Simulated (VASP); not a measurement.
# BaS (Fm-3m) in VASP: further runs

The runs below take BaS through band structure, with SCAN, rSCAN, PBE.

Everything below comes from runs of VASP 6.6.1. Logs are shortened: lines on timing, memory, paths and dates and some standing lists are left out, and cuts for length are marked.

**Experimental background.**

A printed reference work, monograph, original work of 1988 reports, for a bulk crystal of BaS at 2 K: band gap 3.806 eV (indirect).

The results are compared with them further down.

**1. The crystal as given**

The structure is cubic, space group Fm-3m (No. 225). The conventional cell has a = 6.388 Å, b = 6.388 Å, c = 6.388 Å, α = 90.00°, β = 90.00°, γ = 90.00°. Ba (site symmetry m-3m) is surrounded by 6 S at 3.19 Å. Around S (site symmetry m-3m) lie 6 Ba at 3.19 Å.

**2. Band structure, SCAN, spin-orbit coupling, no magnetisation**

File INCAR:

```
PREC = Accurate
ENCUT = 520
EDIFF = 1E-7
ISMEAR = -1
SIGMA = 0.05
LREAL = False
LASPH = True
NELM = 80
ALGO = Normal
ISIF = 2
LWAVE = False
LCHARG = False
MAGMOM = 0 0 0 0 0 0
LORBIT = 11
LSORBIT = True
GGA_COMPAT = False
METAGGA = SCAN
LMIXTAU = True
```

File KPOINTS:

```
regular mesh
0
Gamma
  5 5 5
```

File POSCAR:

```
BaS
1.0
    0.0000000000      3.1937500000      3.1937500000
    3.1937500000      0.0000000000      3.1937500000
    3.1937500000      3.1937500000      0.0000000000
Ba S
1 1
Direct
    0.0000000000      0.0000000000      0.0000000000
    0.5000000000      0.5000000000      0.5000000000
```

File KPOINTS_OPT:

```
path GXWKGLUWLK,UX
10
line-mode
reciprocal
 0.0000000000  0.0000000000  0.0000000000  G
 0.5000000000  0.0000000000  0.5000000000  X

 0.5000000000  0.0000000000  0.5000000000  X
 0.5000000000  0.2500000000  0.7500000000  W

 0.5000000000  0.2500000000  0.7500000000  W
 0.3750000000  0.3750000000  0.7500000000  K

 0.3750000000  0.3750000000  0.7500000000  K
 0.0000000000  0.0000000000  0.0000000000  G

 0.0000000000  0.0000000000  0.0000000000  G
 0.5000000000  0.5000000000  0.5000000000  L

 0.5000000000  0.5000000000  0.5000000000  L
 0.6250000000  0.2500000000  0.6250000000  U

 0.6250000000  0.2500000000  0.6250000000  U
 0.5000000000  0.2500000000  0.7500000000  W

 0.5000000000  0.2500000000  0.7500000000  W
 0.5000000000  0.5000000000  0.5000000000  L

 0.5000000000  0.5000000000  0.5000000000  L
 0.3750000000  0.3750000000  0.7500000000  K

 0.6250000000  0.2500000000  0.6250000000  U
 0.5000000000  0.0000000000  0.5000000000  X
```

Potentials or basis: VASP PAW PBE potentials, release 64 (Ba_sv, S).

Run with:

```bash
cat potpaw_PBE.64/Ba_sv/POTCAR potpaw_PBE.64/S/POTCAR > POTCAR
mpirun -np 1 vasp_ncl > vasp.out
```

OUTCAR:

```text
PREC = Accurate
   ENCUT = 520
   EDIFF = 1E-7
   ISMEAR = -1
   LREAL = False
   LASPH = True
   NELM = 80
   ISIF = 2
   LORBIT = 11
   LSORBIT = True
   METAGGA = SCAN

 ion  position               nearest neighbor table
   1  0.000  0.000  0.000-   2 3.19   2 3.19   2 3.19   2 3.19   2 3.19   2 3.19
   2  0.500  0.500  0.500-   1 3.19   1 3.19   1 3.19   1 3.19   1 3.19   1 3.19

  LATTYP: Found a face centered cubic cell.
 ALAT       =     6.3875000000

  Lattice vectors:

 A1 = (   0.0000000000,   3.1937500000,   3.1937500000)
 A2 = (   3.1937500000,   0.0000000000,   3.1937500000)
 A3 = (   3.1937500000,   3.1937500000,   0.0000000000)

Analysis of symmetry for initial positions (statically):
=====================================================================
 Subroutine PRICEL returns:
 Original cell was already a primitive cell.

 Routine SETGRP: Setting up the symmetry group for a
 face centered cubic supercell.

 Subroutine GETGRP returns: Found 48 space group operations
 (whereof 48 operations were pure point group operations)
 out of a pool of 48 trial point group operations.

The static configuration has the point symmetry O_h .

Analysis of symmetry for dynamics (positions and initial velocities):
=====================================================================
 Subroutine PRICEL returns:
 Original cell was already a primitive cell.

 Routine SETGRP: Setting up the symmetry group for a
 face centered cubic supercell.

 Subroutine GETGRP returns: Found 48 space group operations
 (whereof 48 operations were pure point group operations)
 out of a pool of 48 trial point group operations.

The dynamic configuration has the point symmetry O_h .

Analysis of structural, dynamic, and magnetic symmetry:
=====================================================================
 Subroutine PRICEL returns:
 Original cell was already a primitive cell.

 Routine SETGRP: Setting up the symmetry group for a
 face centered cubic supercell.

 Subroutine GETGRP returns: Found 48 space group operations
 (whereof 48 operations were pure point group operations)
 out of a pool of 48 trial point group operations.

The overall configuration has the point symmetry O_h .

 Subroutine INISYM returns: Found 48 space group operations
 (whereof 48 operations are pure point group operations),
 and found     1 'primitive' translations

----------------------------------------------------------------------------------------

                                     Primitive cell

  volume of cell :      65.1527

  direct lattice vectors                    reciprocal lattice vectors
     0.000000000  3.193750000  3.193750000    -0.156555773  0.156555773  0.156555773
     3.193750000  0.000000000  3.193750000     0.156555773 -0.156555773  0.156555773
     3.193750000  3.193750000  0.000000000     0.156555773  0.156555773 -0.156555773

  length of vectors
     4.516644565  4.516644565  4.516644565     0.271162553  0.271162553  0.271162553

  position of ions in fractional coordinates (direct lattice)
     0.000000000  0.000000000  0.000000000
     0.500000000  0.500000000  0.500000000

  ion indices of the primitive-cell ions
   primitive index   ion index
                 1           1
                 2           2

----------------------------------------------------------------------------------------

 KPOINTS: regular mesh

Automatic generation of k-mesh.
 Grid dimensions read from file:
 generate k-points for:    5    5    5

 Generating k-lattice:

  Cartesian coordinates                     Fractional coordinates (reciprocal lattice)
    -0.031311155  0.031311155  0.031311155     0.200000000  0.000000000  0.000000000
     0.031311155 -0.031311155  0.031311155     0.000000000  0.200000000  0.000000000
     0.031311155  0.031311155 -0.031311155     0.000000000  0.000000000  0.200000000

  Length of vectors
     0.054232511  0.054232511  0.054232511

  Shift w.r.t. Gamma in fractional coordinates (k-lattice)
[... 31 lines left out ...]
   ISPIN  =      1    spin polarized calculation?
   LNONCOLLINEAR =      T non collinear calculations
   LSORBIT =      T    spin-orbit coupling
   LASPH  =      T    aspherical Exc in radial PAW
   ENCUT  =  520.0 eV  38.22 Ry    6.18 a.u.   8.40  8.40  8.40*2*pi/ulx,y,z
   NELM   =     80;   NELMIN=  2; NELMDL= -5     # of ELM steps
   EDIFF  = 0.1E-06   stopping-criterion for ELM
   LREAL  =      F    real-space projection
   EDIFFG = 0.1E-05   stopping-criterion for IOM
   NSW    =      0    number of steps for IOM
   IBRION =     -1    ionic relax: 0-MD 1-quasi-New 2-CG
   NFREE  =      0    steps in history (QN), initial steepest desc. (CG)
   ISIF   =      2    stress and relaxation
   ISYM   =      2    0-nonsym 1-usesym 2-fastsym
   POTIM  = 0.5000    time-step for ionic-motion
   TEBEG  =    0.0;   TEEND  =   0.0 temperature during run
   PSTRESS=    0.0 pullay stress
   NELECT =      16.0000    total number of electrons
   NUPDOWN=      -1.0000    fix difference up-down
   EMIN   =  10.00;   EMAX   =-10.00  energy-range for DOS
   EFERMI =   0.00;   METHOD = LEGACY
   ISMEAR =    -1;   SIGMA  =   0.05  broadening in eV -4-tet -1-fermi 0-gaus
   EFERMI_NEDOS =   21; number of points for ismear=-14 and -15
   IALGO  =     38    algorithm
   IMIX   =      4    mixing-type and parameters
     AMIX     =   0.40;   BMIX     =  1.00
     AMIX_MAG =   1.60;   BMIX_MAG =  1.00
  volume/ion in A,a.u.               =      32.58       219.84
  Fermi-wavevector in a.u.,A,eV,Ry     =   1.025189  1.937326 14.299891  1.051012
  Thomas-Fermi vector in A             =   2.159016
   LORBIT       =     11    0 simple, 1 ext, 2 COOP (PROOUT), +10 PAW based schemes
   METAGGA = SCAN    functional components
   LHFCALC =     F    Hartree Fock is set to
   AEXX    =    0.0000 exact exchange contribution
   IVDW    =     0    specifies the selected vdW correction
   LEPSILON=     F    determine dielectric tensor
   LRPA    =     F    only Hartree local field effects (RPA)
  energy-cutoff  :      520.00
  volume of cell :       65.15
 maximum number of plane-waves:      3614
 NGX is ok and might be reduce to    36
   NGX = 17   NGY = 17   NGZ = 17

 number of electron      16.0000001 magnetization       0.0000000      0.0000000      0.0000000

 number of electron      16.0000001 magnetization      -0.0000000     -0.0000000     -0.0000000

 number of electron      16.0000001 magnetization      -0.0000000      0.0000000      0.0000000

 number of electron      16.0000001 magnetization      -0.0000000     -0.0000000      0.0000000

 Free energy of the ion-electron system (eV)
  ---------------------------------------------------
  ext. energy  EPLUGINS =         0.00000000
  ---------------------------------------------------
  free energy    TOTEN  =       -54.09122830 eV

  energy without entropy =      -54.09122830  energy(sigma->0) =      -54.09122830

 E-fermi :   2.3360     XC(G=0):  -9.0737

 val. band max:        1.2484295726   @ k =   0.0000   0.0000   0.0000
 cond. band min:       3.7778947622   @ k =   0.4000   0.4000   0.0000
 fundamental gap:      2.5294651896
 Fermi energy:         2.3359667687

 k-point     1 :       0.0000    0.0000    0.0000
  band No.  band energies     occupation
      1     -25.6582      1.00000
      2     -25.6582      1.00000
      3     -11.5705      1.00000
      4     -11.5705      1.00000
      5      -9.6219      1.00000
      6      -9.6219      1.00000
[... 259 lines left out ...]
     23       8.8592      0.00000
     24       8.8592      0.00000

------------------------ aborting loop because EDIFF is reached ----------------------------------------

  FORCE on cell =-STRESS in cart. coord.  units (eV):
  Direction    XX          YY          ZZ          XY          YZ          ZX
  --------------------------------------------------------------------------------------
  -------------------------------------------------------------------------------------
  Total        0.4820801      0.4820801      0.4820801     -0.0000000      0.0000000     -0.0000000
  in kB       11.8548755     11.8548755     11.8548755     -0.0000000      0.0000000     -0.0000000
  external PRESSURE =      11.8548755 kB  Pullay stress =       0.0000000 kB

 VOLUME and BASIS-vectors are now :
 -----------------------------------------------------------------------------
  energy-cutoff  :      520.00
  volume of cell :       65.15
      direct lattice vectors                 reciprocal lattice vectors
     0.000000000  3.193750000  3.193750000    -0.156555773  0.156555773  0.156555773
     3.193750000  0.000000000  3.193750000     0.156555773 -0.156555773  0.156555773
     3.193750000  3.193750000  0.000000000     0.156555773  0.156555773 -0.156555773

 POSITION                                       TOTAL-FORCE (eV/Angst)
 -----------------------------------------------------------------------------------
      0.00000      0.00000      0.00000         0.000000     -0.000000     -0.000000
      3.19375      3.19375      3.19375        -0.000000      0.000000      0.000000
 -----------------------------------------------------------------------------------
    total drift:                                0.000000      0.000000      0.000000

  FREE ENERGIE OF THE ION-ELECTRON SYSTEM (eV)
  ---------------------------------------------------
  free  energy   TOTEN  =       -54.0912283036 eV

  energy  without entropy=      -54.0912283036  energy(sigma->0) =      -54.09122830

 Spin-Orbit-Coupling matrix elements

 Ion:    1  E_soc:     -0.3668620
 l=   1
     0.0000000    -0.0609680    -0.0609680
    -0.0609680     0.0000000    -0.0609680
    -0.0609680    -0.0609680     0.0000000
 l=   2
     0.0000000    -0.0000116     0.0000000    -0.0000116    -0.0001640
    -0.0000116     0.0000000    -0.0001230    -0.0000116    -0.0000410
     0.0000000    -0.0001230     0.0000000    -0.0001230     0.0000000
    -0.0000116    -0.0000116    -0.0001230     0.0000000    -0.0000410
    -0.0001640    -0.0000410     0.0000000    -0.0000410     0.0000000
 l=   3
     0.0000000     0.0000000     0.0000000     0.0000000     0.0000000     0.0000000     0.0000000
     0.0000000     0.0000000     0.0000000     0.0000000     0.0000000     0.0000000     0.0000000
     0.0000000     0.0000000     0.0000000     0.0000000     0.0000000     0.0000000     0.0000000
     0.0000000     0.0000000     0.0000000     0.0000000     0.0000000     0.0000000     0.0000000
     0.0000000     0.0000000     0.0000000     0.0000000     0.0000000     0.0000000     0.0000000
     0.0000000     0.0000000     0.0000000     0.0000000     0.0000000     0.0000000     0.0000000
     0.0000000     0.0000000     0.0000000     0.0000000     0.0000000     0.0000000     0.0000000

 Ion:    2  E_soc:     -0.0021905
 l=   1
     0.0000000    -0.0003651    -0.0003651
    -0.0003651     0.0000000    -0.0003651
    -0.0003651    -0.0003651     0.0000000
 l=   2
     0.0000000     0.0000000     0.0000000     0.0000000     0.0000000
     0.0000000     0.0000000     0.0000000     0.0000000     0.0000000
     0.0000000     0.0000000     0.0000000     0.0000000     0.0000000
     0.0000000     0.0000000     0.0000000     0.0000000     0.0000000
     0.0000000     0.0000000     0.0000000     0.0000000     0.0000000
 l=   3
     0.0000000     0.0000000     0.0000000     0.0000000     0.0000000     0.0000000     0.0000000
     0.0000000     0.0000000     0.0000000     0.0000000     0.0000000     0.0000000     0.0000000
     0.0000000     0.0000000     0.0000000     0.0000000     0.0000000     0.0000000     0.0000000
     0.0000000     0.0000000     0.0000000     0.0000000     0.0000000     0.0000000     0.0000000
     0.0000000     0.0000000     0.0000000     0.0000000     0.0000000     0.0000000     0.0000000
     0.0000000     0.0000000     0.0000000     0.0000000     0.0000000     0.0000000     0.0000000
     0.0000000     0.0000000     0.0000000     0.0000000     0.0000000     0.0000000     0.0000000

 total charge

# of ion       s       p       d       tot
------------------------------------------
    1        2.011   5.627   0.252   7.890
    2        1.312   2.462   0.000   3.774
--------------------------------------------------
tot          3.324   8.088   0.252  11.664

 magnetization (x)

# of ion       s       p       d       tot
------------------------------------------
    1        0.000   0.000   0.000   0.000
    2       -0.000   0.000   0.000  -0.000
--------------------------------------------------
tot         -0.000   0.000   0.000  -0.000

 magnetization (y)

# of ion       s       p       d       tot
------------------------------------------
    1        0.000   0.000  -0.000  -0.000
    2        0.000  -0.000   0.000  -0.000
--------------------------------------------------
tot          0.000  -0.000  -0.000  -0.000

 magnetization (z)

# of ion       s       p       d       tot
------------------------------------------
    1        0.000   0.000  -0.000  -0.000
    2        0.000   0.000   0.000   0.000
--------------------------------------------------
tot          0.000   0.000  -0.000  -0.000
```

It took 10 min on 1 thread of Intel Xeon 6975P-C (Granite Rapids), shared host; peak memory 0.48 GiB.

Results:

```
Free energy                                           : -54.0912 eV
Pressure                                              : 1.2 GPa
Valence electrons inside the program's atomic spheres : Ba 7.89; S 3.77
```

Caveat: the PAW data sets were made with another functional, which shifts forces and pressure a little.

(Continued in part 2 of 3.)
